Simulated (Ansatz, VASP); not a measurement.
**SnSe: VASP beside Ansatz**

INCAR

```
SYSTEM = SnSe
PREC     = Accurate       ! precision mode
ENCUT    = 520            ! plane-wave cutoff, eV
EDIFF    = 1E-7           ! SCF threshold, eV
ISMEAR   = 0              ! smearing method
SIGMA    = 0.05           ! smearing width, eV
LREAL    = .FALSE.        ! projectors in reciprocal space
LASPH    = .TRUE.         ! aspherical terms in the spheres
NELM     = 100            ! most SCF steps
ALGO     = Normal         ! electronic algorithm
ISIF     = 2              ! what is computed and relaxed
LWAVE    = .FALSE.        ! write WAVECAR
LCHARG   = .FALSE.        ! write CHGCAR
GGA      = PS             ! functional
NBANDS   = 17             ! bands
```

Contents of KPOINTS:

```
regular mesh
0
G
  8 8 8
  0 0 0
```

POSCAR

```
SnSe
1.0
    0.0000000000      3.0100000000      3.0100000000
    3.0100000000      0.0000000000      3.0100000000
    3.0100000000      3.0100000000      0.0000000000
Sn Se
1 1
Direct
    0.0000000000      0.0000000000      0.0000000000
    0.4626245847      0.4626245847      0.5373754153
```

Input for Ansatz:

```yaml
crystal:
  lattice:
    - [0.0, 3.01, 3.01]
    - [3.01, 0.0, 3.01]
    - [3.01, 3.01, 0.0]
  atoms:
    - { symbol: Sn, position: [0.0, 0.0, 0.0] }
    - { symbol: Se, position: [0.4626245847, 0.4626245847, 0.5373754153] }
basis:
  ecutwfc: 420
kpoints:
  mp_grid: { grid: [8, 8, 8] }
hamiltonian:
  xc: pbesol
scf:
  occupations: { method: gaussian, width: 0.05 }
output:
  forces: true
  stress: true
  eigenvalues: true
```

Change from the starting cell: all Se atoms moved +0.225 Å, as atom 2 towards its neighbour atom 1 (Sn) at 3.010 Å.

Alike in both runs: task single point; functional PBEsol; k mesh 8 × 8 × 8; occupations gaussian, width 0.05 eV; no spin polarisation.

|  | VASP | Ansatz |
| --- | --- | --- |
| version | VASP 6.6.1 | Ansatz 0.2.0 |
| potentials or method | VASP PAW PBE potentials, release 64 (Sn_d, Se) | scalar-relativistic, plane waves, PAW |
| plane-wave cutoff (eV) | 520 | 420 |
| valence electrons in the cell | 20 | 30 |

Ansatz gave:

```
gap on the k mesh at the Fermi level (eV)       : 0.83
least direct gap on the mesh (eV)               : 0.85
pressure (GPa)                                  : -1.1
largest component of the traceless stress (GPa) : 1.01
rms of the force components (eV/Å)              : 0.085
```

Task: What did VASP give for the same quantities?

Result: gap on the k mesh at the Fermi level (eV): 0.83; least direct gap on the mesh (eV): 0.86; pressure (GPa): -1.1; largest component of the traceless stress (GPa): 1.02; rms of the force components (eV/Å): 0.090.

Atom by atom the forces differ by 0.005 eV/Å (rms over components). The functional is the same, so the differences come from potentials, cutoffs and numerics. The two sets of potentials don't hold the same shells in valence.

Caveats: the PAW data sets were made with another functional, which shifts forces and pressure a little (VASP); spin-orbit coupling is left out, which moves the levels of the heavy elements. A k mesh can miss the band edges.
